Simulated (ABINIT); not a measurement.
## BN in ABINIT: the effect of functional

BN:

```
N B
1.0
     2.55394    0.00000    0.00000
    -1.27697    2.21178    0.00000
     0.00000    0.00000    4.22685
N B
2 2
Direct
  0.33333 0.66667 0.12528
  0.66667 0.33333 0.62528
  0.33333 0.66667 0.49972
  0.66667 0.33333 0.99972
```

Measurements of this composition are mostly on another form, of space group No. 194.

Alike in all runs:

| Item | Value |
| --- | --- |
| Program | ABINIT 10.8.3 (patched build) |
| Task | single point |
| Potentials or basis | PseudoDojo NC SR PBE v0.4.1 standard |
| Cutoff | 952 eV |
| k mesh | 8 × 8 × 4 |
| Occupations | fixed |
| Spin | no spin polarisation |

Task: One run gave: gap on the mesh 6.98 eV; pressure -8.7 GPa; largest force 0.04 eV/Å. Which functional did it use?
A. PBE0
B. HSE06
C. PBE

Result: B.

```tsv
functional	gap on the mesh (eV)	pressure (GPa)	largest force (eV/Å)
PBE	5.58	-1.6	0.02
HSE06	6.98	-8.7	0.04
PBE0	7.68	-10.2	0.04
```

Caveats: the potentials were made for another functional, which shifts forces and pressure (some runs); Libxc's HSE differs a little from that of other programs (some runs).

A k mesh can miss the band edges.

Not every run made on this cell is shown here.
